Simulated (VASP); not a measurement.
Crystal: FeSi.

```
Fe Si
1.0
     4.46700    0.00000    0.00000
     0.00000    4.46700    0.00000
     0.00000    0.00000    4.46700
Fe Si
4 4
Direct
  0.14217 0.14174 0.13966
  0.37417 0.87374 0.63966
  0.64217 0.37374 0.87166
  0.87417 0.64174 0.37166
  0.85267 0.85224 0.85016
  0.66367 0.16324 0.35016
  0.35267 0.66324 0.16116
  0.09833 0.29034 0.61589
```

The cell isn't the ideal one: atom 8 moved 0.45 Å.

Base run:

```yaml
Program: VASP 6.6.1
Functional: PBE
Potentials_or_basis: VASP PAW PBE potentials, release 64 (Fe, Si)
Cutoff: 500 eV
k_mesh: 5 × 5 × 5
Occupations: fermi-dirac, width 0.05 eV
Spin: collinear spin, ferromagnetic start
Starting_moments: "[3.0, 3.0, 3.0, 3.0, 0.0, 0.0, 0.0, 0.0] μB"
```

Its results: net moment 2.27 μB per cell.

The run is repeated on the same cell with these changes: potentials or basis from VASP PAW PBE potentials, release 64 (Fe, Si) to VASP PAW PBE potentials, release 64 (Fe_GW, Si_GW); cutoff from 500 eV to 550 eV; further incar settings from ALGO = Normal; EDIFF = 1e-06 to ALGO = Normal; EDIFF = 1e-07. What comes out?

Net moment 2.64 μB per cell.
